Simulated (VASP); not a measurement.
# WSe2 in VASP: core levels with PBEsol

Aim: the core levels of WSe2 with PBEsol.

Program: VASP 6.6.1. These are calculated values, not measurements. Logs are shortened: lines on timing, memory, paths and dates and some standing lists are left out, and cuts for length are marked.

### Step 1. The structure

The cell holds a slab with vacuum, 6 atoms: a = 3.318 Å, b = 3.318 Å, c = 24.069 Å, α = 90.00°, β = 90.00°, γ = 120.00°.

### Step 2. Core levels, PBEsol, collinear spin, ferromagnetic start

INCAR

```
PREC     = Accurate       # precision mode
ENCUT    = 520            # plane-wave cutoff, eV
EDIFF    = 1E-7           # SCF threshold, eV
ISMEAR   = -1             # smearing method
SIGMA    = 0.02           # smearing width, eV
LREAL    = False          # projectors in reciprocal space
LASPH    = True           # aspherical terms in the spheres
NELM     = 100            # most SCF steps
ALGO     = Normal         # electronic algorithm
ISIF     = 2              # what is computed and relaxed
LWAVE    = False          # write WAVECAR
LCHARG   = False          # write CHGCAR
ISPIN    = 2              # spin polarisation
MAGMOM   = 2 2 0 0 0 0    # initial moments
LORBIT   = 11             # projections on sites
LMAXMIX  = 4              # l up to which the mixer works
GGA      = PS             # functional
ICORELEVEL= 1
```

KPOINTS

```
regular mesh
0
Gamma
  8 8 1
```

POSCAR

```
WSe2
1.0
    3.3178532690      0.0000000000      0.0000000000
   -1.6589266345      2.8733452170      0.0000000000
    0.0000000000      0.0000000000     24.0685192700
W Se
2 4
Direct
    0.6666666700      0.3333333300      0.1415375200
    0.3333333300      0.6666666700      0.8584624800
    0.3333333300      0.6666666700      0.2105944900
    0.6666666700      0.3333333300      0.9275621000
    0.3333333300      0.6666666700      0.0724379000
    0.6666666700      0.3333333300      0.7894055100
```

Potentials or basis: VASP PAW PBE potentials, release 64 (W_sv, Se).

On the command line:

```sh
> cat potpaw_PBE.64/W_sv/POTCAR potpaw_PBE.64/Se/POTCAR > POTCAR
> mpirun -np 1 vasp_std > vasp.out
```

OUTCAR:

```text
PREC = Accurate
   ENCUT = 520
   EDIFF = 1E-7
   ISMEAR = -1
   LREAL = False
   LASPH = True
   NELM = 100
   ISIF = 2
   ISPIN = 2
   LORBIT = 11
   GGA = PS

 ion  position               nearest neighbor table
   1  0.667  0.333  0.142-   3 2.54   3 2.54   3 2.54   5 2.54   5 2.54   5 2.54
   2  0.333  0.667  0.858-   6 2.54   6 2.54   6 2.54   4 2.54   4 2.54   4 2.54
   3  0.333  0.667  0.211-   1 2.54   1 2.54   1 2.54
   4  0.667  0.333  0.928-   2 2.54   2 2.54   2 2.54
   5  0.333  0.667  0.072-   1 2.54   1 2.54   1 2.54
   6  0.667  0.333  0.789-   2 2.54   2 2.54   2 2.54

  LATTYP: Found a hexagonal cell.
 ALAT       =     3.3178532690
 C/A-ratio  =     7.2542446331

  Lattice vectors:

 A1 = (   3.3178532690,   0.0000000000,   0.0000000000)
 A2 = (  -1.6589266345,   2.8733452170,   0.0000000000)
 A3 = (   0.0000000000,   0.0000000000,  24.0685192700)

Analysis of symmetry for initial positions (statically):
=====================================================================
 Subroutine PRICEL returns:
 Original cell was already a primitive cell.

 Routine SETGRP: Setting up the symmetry group for a
 hexagonal supercell.

 Subroutine GETGRP returns: Found 12 space group operations
 (whereof 12 operations were pure point group operations)
 out of a pool of 24 trial point group operations.

The static configuration has the point symmetry D_3d.

Analysis of symmetry for dynamics (positions and initial velocities):
=====================================================================
 Subroutine PRICEL returns:
 Original cell was already a primitive cell.

 Routine SETGRP: Setting up the symmetry group for a
 hexagonal supercell.

 Subroutine GETGRP returns: Found 12 space group operations
 (whereof 12 operations were pure point group operations)
 out of a pool of 24 trial point group operations.

The dynamic configuration has the point symmetry D_3d.

Analysis of structural, dynamic, and magnetic symmetry:
=====================================================================
 Subroutine PRICEL returns:
 Original cell was already a primitive cell.

 Routine SETGRP: Setting up the symmetry group for a
 hexagonal supercell.

 Subroutine GETGRP returns: Found 12 space group operations
 (whereof 12 operations were pure point group operations)
 out of a pool of 24 trial point group operations.
[... 142 lines left out ...]

 the core state eigenenergies are
   1-  1s -69462.5072  2s -11983.0289  2p -10476.6365  3s  -2755.6109  3p  -2309.7241
       3d  -1797.6865  4s   -564.0367  4p   -417.8201  4d   -232.6963  4f    -27.5853

   2-  1s -69462.5072  2s -11983.0289  2p -10476.6365  3s  -2755.6109  3p  -2309.7241
       3d  -1797.6865  4s   -564.0367  4p   -417.8201  4d   -232.6963  4f    -27.5853

   3-  1s -12496.6963  2s  -1600.2206  2p  -1406.5663  3s   -206.9762  3p   -146.4500
       3d    -46.6423
   4-  1s -12496.7130  2s  -1600.2354  2p  -1406.5814  3s   -206.9891  3p   -146.4628
       3d    -46.6548
   5-  1s -12496.7130  2s  -1600.2354  2p  -1406.5814  3s   -206.9891  3p   -146.4628
       3d    -46.6548
   6-  1s -12496.6963  2s  -1600.2206  2p  -1406.5663  3s   -206.9762  3p   -146.4500
       3d    -46.6423

 E-fermi :   1.1186     XC(G=0):  -6.2670

 val. band max:        0.7024602702   @ k =   0.0000   0.0000   0.0000
 cond. band min:       2.2869338108   @ k =   0.2500   0.1250   0.0000
 fundamental gap:      1.5844735406
 Fermi energy:         1.1185523301

 spin component 1

 k-point     1 :       0.0000    0.0000    0.0000
  band No.  band energies     occupation
      1     -73.3590      1.00000
      2     -73.3589      1.00000
      3     -37.5882      1.00000
      4     -37.5882      1.00000
      5     -37.4829      1.00000
      6     -37.4829      1.00000
[... 265 lines left out ...]
     20      -2.5074      1.00000
     21      -1.6157      1.00000

 Fermi energy:         1.1185523301

 spin component 2

 k-point     1 :       0.0000    0.0000    0.0000
  band No.  band energies     occupation
      1     -73.3590      1.00000
      2     -73.3589      1.00000
      3     -37.5882      1.00000
      4     -37.5882      1.00000
      5     -37.4829      1.00000
      6     -37.4829      1.00000
[... 349 lines left out ...]
     32       3.9691      0.00000
     33       5.2209      0.00000

------------------------ aborting loop because EDIFF is reached ----------------------------------------

  FORCE on cell =-STRESS in cart. coord.  units (eV):
  Direction    XX          YY          ZZ          XY          YZ          ZX
  --------------------------------------------------------------------------------------
  -------------------------------------------------------------------------------------
  Total       -2.5182410     -2.5182410     -0.6104105     -0.0000000     -0.0000000      0.0000000
  in kB      -17.5838318    -17.5838318     -4.2622433     -0.0000000     -0.0000000      0.0000000
  external PRESSURE =     -13.1433023 kB  Pullay stress =       0.0000000 kB

 VOLUME and BASIS-vectors are now :
 -----------------------------------------------------------------------------
  energy-cutoff  :      520.00
  volume of cell :      229.45
      direct lattice vectors                 reciprocal lattice vectors
     3.317853269  0.000000000  0.000000000     0.301399706  0.174013201  0.000000000
    -1.658926634  2.873345217  0.000000000     0.000000000  0.348026403  0.000000000
     0.000000000  0.000000000 24.068519270     0.000000000  0.000000000  0.041548048

 POSITION                                       TOTAL-FORCE (eV/Angst)
 -----------------------------------------------------------------------------------
      1.65893      0.95778      3.40660        -0.000000      0.000000      0.002303
     -0.00000      1.91556     20.66192         0.000000     -0.000000     -0.002303
     -0.00000      1.91556      5.06870        -0.000000      0.000000     -0.072348
      1.65893      0.95778     22.32505        -0.000000     -0.000000     -0.036729
     -0.00000      1.91556      1.74347        -0.000000      0.000000      0.036729
      1.65893      0.95778     18.99982         0.000000      0.000000      0.072348
 -----------------------------------------------------------------------------------
    total drift:                                0.000000      0.000000     -0.000000

  FREE ENERGIE OF THE ION-ELECTRON SYSTEM (eV)
  ---------------------------------------------------
  free  energy   TOTEN  =       -46.4747050725 eV

  energy  without entropy=      -46.4747050724  energy(sigma->0) =      -46.47470507

 total charge

# of ion       s       p       d       tot
------------------------------------------
    1        2.312   6.276   3.379  11.966
    2        2.312   6.276   3.379  11.966
    3        1.474   2.344   0.068   3.886
    4        1.475   2.339   0.069   3.883
    5        1.475   2.339   0.069   3.883
    6        1.474   2.344   0.068   3.886
--------------------------------------------------
tot         10.521  21.918   7.031  39.470

 magnetization (x)

# of ion       s       p       d       tot
------------------------------------------
    1       -0.000  -0.000  -0.000  -0.000
    2       -0.000  -0.000  -0.000  -0.000
    3       -0.000  -0.000   0.000  -0.000
    4        0.000  -0.000  -0.000  -0.000
    5        0.000  -0.000  -0.000  -0.000
    6       -0.000  -0.000   0.000  -0.000
--------------------------------------------------
tot         -0.000  -0.000  -0.000  -0.000
```

stdout:

```text
POSCAR found type information on POSCAR W Se
 POSCAR found :  2 types and       6 ions
 scaLAPACK will be used
 -----------------------------------------------------------------------------
|                                                                             |
|                                                                             |
|     You enforced a specific xc type in the INCAR file but a different       |
|     I HOPE YOU KNOW WHAT YOU ARE DOING!                                     |
|                                                                             |
 -----------------------------------------------------------------------------

 LDA part: xc-table for (Slater+PW92), standard interpolation
 POSCAR, INCAR and KPOINTS ok, starting setup
 FFT: planning ... GRIDC
 FFT: planning ... GRID_SOFT
 FFT: planning ... GRID
 WAVECAR not read
 entering main loop
```

Wall time 9 min (1 thread of AMD EPYC 7R43 (Zen 3), shared host); peak memory 0.51 GiB.

Results:

| Property | Result |
| --- | --- |
| Free energy | -46.4747 eV |
| Largest force | 0.072 eV/Å |
| Band gap on the k mesh | 1.58 eV, indirect (least direct gap 1.87 eV) |
| Net moment | 0.00 μB per cell |
| Valence electrons inside the program's atomic spheres | W 11.97; Se 3.89, 3.88 |

Forces on the atoms (eV/Å):
```
W    0.000  0.000  0.002
W    0.000  0.000 -0.002
Se   0.000  0.000 -0.072
Se   0.000  0.000 -0.037
Se   0.000  0.000  0.037
Se   0.000  0.000  0.072
```

Core levels (eV, on the scale of the bands):
| atom | levels |
| --- | --- |
| 1 W | 1s -69462.5, 2s -11983.0, 2p -10476.6, 3s -2755.6, 3p -2309.7, 3d -1797.7, 4s -564.0, 4p -417.8, 4d -232.7, 4f -27.6 |
| 2 W | 1s -69462.5, 2s -11983.0, 2p -10476.6, 3s -2755.6, 3p -2309.7, 3d -1797.7, 4s -564.0, 4p -417.8, 4d -232.7, 4f -27.6 |
| 3 Se | 1s -12496.7, 2s -1600.2, 2p -1406.6, 3s -207.0, 3p -146.4, 3d -46.6 |
| 4 Se | 1s -12496.7, 2s -1600.2, 2p -1406.6, 3s -207.0, 3p -146.5, 3d -46.7 |
| 5 Se | 1s -12496.7, 2s -1600.2, 2p -1406.6, 3s -207.0, 3p -146.5, 3d -46.7 |
| 6 Se | 1s -12496.7, 2s -1600.2, 2p -1406.6, 3s -207.0, 3p -146.4, 3d -46.6 |

Caveat: the PAW data sets were made with another functional, which shifts forces and pressure a little; spin-orbit coupling is left out, which moves the levels of the heavy elements.
